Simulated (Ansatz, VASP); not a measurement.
# Lu in VASP and in Ansatz

File INCAR:

```
ALGO = Normal
EDIFF = 1E-6
ENCUT = 520
GGA = RE
ISIF = 2
ISMEAR = -1
LASPH = T
LCHARG = T
LELF = T
LREAL = F
LVHAR = T
LWAVE = F
NBANDS = 32
NELM = 100
PREC = Accurate
SIGMA = 0.1
```

KPOINTS

```
k-points
0
Gamma
  8 8 8
```

The input POSCAR:

```
Lu
1.0
    0.0000000000      3.7097636736      3.7097636736
    3.7097636736      0.0000000000      3.7097636736
    3.7097636736      3.7097636736      0.0000000000
Lu
2
Direct
    0.1250000000      0.1250000000      0.1250000000
    0.8750000000      0.8750000000      0.8750000000
```

Input for Ansatz:

```yaml
crystal:
  lattice:
    - [0.0, 3.7097636736, 3.7097636736]
    - [3.7097636736, 0.0, 3.7097636736]
    - [3.7097636736, 3.7097636736, 0.0]
  atoms:
    - { symbol: Lu, position: [0.125, 0.125, 0.125] }
    - { symbol: Lu, position: [0.875, 0.875, 0.875] }
hamiltonian:
  xc: revpbe
  pseudopotentials:
    kind: paw
    azcp:
      Lu: "pseudopotentials/Lu.paw.azcp"
basis:
  ecutwfc: 420
  fft_grid_basis: typed
kpoints:
  mp_grid: { grid: [8, 8, 8], shift: [0, 0, 0] }
magnetization:
  spin_polarized: false
scf:
  occupations: { method: fermi_dirac, width: 0.1 }
  lower_state_search: "off"
output:
  stress: true
  write_density: true
  write_potential: true
  elf: true
  volumetric_format: npy
```

Alike in both runs: task single point; functional revPBE; k mesh 8 × 8 × 8; occupations fermi-dirac, width 0.1 eV; no spin polarisation.

|  | VASP | Ansatz |
| --- | --- | --- |
| version | VASP 6.6.1 | Ansatz 0.2.0 |
| potentials or method | VASP PAW PBE potentials, release 64 (Lu) | plane waves (420 eV) with PAW, scalar-relativistic |
| plane-wave cutoff (eV) | 520 | 420 |
| valence electrons in the cell | 50 | 50 |

```tsv
	VASP	Ansatz	Ansatz less VASP
pressure (GPa)	0.6	0.5	-0.05
```

The functional is the same, so the differences come from potentials, cutoffs and numerics.

Caveats: the PAW data sets were made with another functional, which shifts forces and pressure a little (VASP). Spin-orbit coupling is left out, which matters for the levels of Lu.
